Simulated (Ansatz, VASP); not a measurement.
# CdS: VASP beside Ansatz

Contents of POSCAR:

```
CdS
1.0
    0.0000000000      2.7042729036      2.7042729036
    2.7042729036      0.0000000000      2.7042729036
    2.7042729036      2.7042729036      0.0000000000
Cd S
1 1
Direct
   -0.0042461853      0.0042461853      0.0042461853
    0.5148886675      0.4851113325      0.4851113325
```

File INCAR.step1:

```
SYSTEM = CdS
PREC     = Accurate       ! precision mode
ENCUT    = 520            ! plane-wave cutoff, eV
ISMEAR   = 0              ! smearing method
SIGMA    = 0.05           ! smearing width, eV
LREAL    = .FALSE.        ! projectors in reciprocal space
LASPH    = .TRUE.         ! aspherical terms in the spheres
NELM     = 60             ! most SCF steps
NBANDS   = 16             ! bands
GGA      = PE             ! functional
ALGO     = Normal         ! electronic algorithm
EDIFF    = 1E-4           ! SCF threshold, eV
LWAVE    = .TRUE.         ! write WAVECAR
LCHARG   = .FALSE.        ! write CHGCAR
```

File INCAR.step2:

```
SYSTEM = CdS
PREC     = Accurate       ! precision mode
ENCUT    = 520            ! plane-wave cutoff, eV
EDIFF    = 1E-6           ! SCF threshold, eV
ISMEAR   = 0              ! smearing method
SIGMA    = 0.05           ! smearing width, eV
LREAL    = .FALSE.        ! projectors in reciprocal space
LASPH    = .TRUE.         ! aspherical terms in the spheres
NELM     = 60             ! most SCF steps
ALGO     = Normal         ! electronic algorithm
ISIF     = 2              ! what is computed and relaxed
LWAVE    = .FALSE.        ! write WAVECAR
LCHARG   = .TRUE.         ! write CHGCAR
METAGGA  = R2SCAN         ! meta-GGA
LMIXTAU  = .TRUE.       
LELF     = .TRUE.         ! ELF
LVHAR    = .TRUE.       
NBANDS   = 16             ! bands
ISTART   = 1
```

Contents of KPOINTS:

```
Automatic mesh
0
G
  8 8 8
  0 0 0
```

Input for Ansatz:

```yaml
crystal:
  lattice:
    - [0.0, 2.7042729036, 2.7042729036]
    - [2.7042729036, 0.0, 2.7042729036]
    - [2.7042729036, 2.7042729036, 0.0]
  atoms:
    - { symbol: Cd, position: [-0.0042461853, 0.0042461853, 0.0042461853] }
    - { symbol: S, position: [0.5148886675, 0.4851113325, 0.4851113325] }
basis:
  ecutwfc: 500
kpoints:
  mp_grid: { grid: [8, 8, 8] }
hamiltonian:
  xc: r2scan
scf:
  occupations: { method: gaussian, width: 0.05 }
output:
  forces: true
  stress: true
  eigenvalues: true
```

Change from the starting cell: mode 4 frozen in at -0.081 Å, equal normal strain along x, y and z -0.0083.

Alike in both runs: task single point; functional r2SCAN; k mesh 8 × 8 × 8; occupations gaussian, width 0.05 eV; no spin polarisation.

|  | VASP | Ansatz |
| --- | --- | --- |
| version | VASP 6.6.1 | Ansatz 0.2.0 |
| potentials or method | VASP PAW PBE potentials, release 64 (Cd, S) | scalar-relativistic, plane waves, PAW |
| plane-wave cutoff (eV) | 520 | 500 |
| valence electrons in the cell | 18 | 26 |

```csv
,VASP,Ansatz,Ansatz less VASP
gap on the k mesh at the Fermi level (eV),0.76,0.77,+0.019
least direct gap on the mesh (eV),2.52,2.56,+0.036
pressure (GPa),3.1,2.5,-0.54
largest component of the traceless stress (GPa),0.86,0.84,-0.021
rms of the force components (eV/Å),0.148,0.142,-0.0061
```

Atom by atom the forces differ by 0.006 eV/Å (rms over components). The two sets of potentials don't hold the same shells in valence.

Caveats: the PAW data sets were made with another functional, which shifts forces and pressure a little (VASP). A k mesh can miss the band edges.
